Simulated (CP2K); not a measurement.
MgS (Niningerite):

```
S Mg
1.0
     3.67929    0.00000    0.00000
     1.83964    3.18636    0.00000
     1.83964    1.06212    3.00413
S Mg
1 1
Direct
  0.50000 0.50000 0.50000
  0.00000 0.00000 0.00000
```

Base run:

```yaml
Program: CP2K 2026.2
Functional: PBE
Potentials_or_basis: POTENTIAL_UZH S GTH-PBE-q6, Mg GTH-PBE-q10; TZVP-MOLOPT-PBE-GTH basis
Density_cutoff: 19048 eV
k_mesh: 9 × 9 × 9
Occupations: fermi-dirac, width 0.05 eV
Spin: no spin polarisation
```

Its results: band gap on the k mesh 2.85 eV, indirect (least direct gap 3.64 eV); pressure 2.7 GPa.

After a change of settings the same cell gave: band gap on the k mesh 2.73 eV, indirect (least direct gap 3.51 eV); pressure 1.1 GPa. Which change was it?
A. functional from PBE to PBEsol; occupations from fermi-dirac, width 0.05 eV to fermi-dirac, width 0.1 eV
B. functional from PBE to revPBE; ngrids from 4 to 5
C. eps_default from 1.0E-10 to 1.0E-9; ngrids from 4 to 5

A.

Caveats: the basis of atomic orbitals isn't converged, which shifts pressures, moduli and gaps; an odd mesh through Γ misses points on the zone boundary, where band edges often lie (some runs); the potentials were made for another functional, which shifts forces and pressure (some runs); the mesh misses the band edges, which the band path finds closer together (some runs).

Not every run made on this cell is shown here.
